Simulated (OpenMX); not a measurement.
# MnS under changes of volume

One of the cells (17.667 Å³/atom); the others are scaled copies at fixed shape and fractional positions:

```xyz
2
Lattice="0.0000 2.6045 2.6045 2.6045 0.0000 2.6045 2.6045 2.6045 0.0000" Properties=species:S:1:pos:R:3 pbc="T T T"
Mn    0.0000    0.0000    0.0000
S     2.6045    2.6045    2.6045
```

- Program: OpenMX 3.8.5
- Functional: LDA
- Potentials or basis: OpenMX 2013 LDA set, Mn6.0-s3p2d2, S7.0-s2p2d1f1, fixed grid of 36 × 36 × 36 points
- k mesh: 9 × 9 × 9
- Occupations: fermi-dirac, width 0.05 eV
- Spin: collinear spin, ferromagnetic start
- Starting moments: [4.0, 0.0] μB

| volume (Å³/atom) | energy over the lowest point (meV/atom) | moment (μB per cell) |
| --- | --- | --- |
| 16.607 | 0.00 | 4.38 |
| 16.961 | ? | ? |
| 17.314 | 38.56 | 4.53 |
| 17.667 | 60.10 | 4.60 |
| 18.021 | 82.95 | 4.65 |
| 18.374 | 107.44 | 4.69 |
| 18.727 | 133.59 | 4.73 |

Q: What does the run at 16.961 Å³/atom give?

A: Energy over the lowest point 18.47 meV/atom; moment 4.46 μB per cell.

Worked out: A Birch-Murnaghan fit of order 3 (a polynomial in V^(-2/3)) to the other rows has no minimum within the range. It gives 18.67 meV/atom at 16.961 Å³/atom, against the run's 18.47. A parabola through the other rows of the moment, of slope 0.217 μB per Å³/atom there, gives 4.46 μB, against the run's 4.46.

Energies are extrapolated to zero smearing.

Caveats: the basis of atomic orbitals isn't converged, which shifts pressures, moduli and gaps; a cell with one magnetic atom can't hold antiferromagnetic order, which such compounds often take.
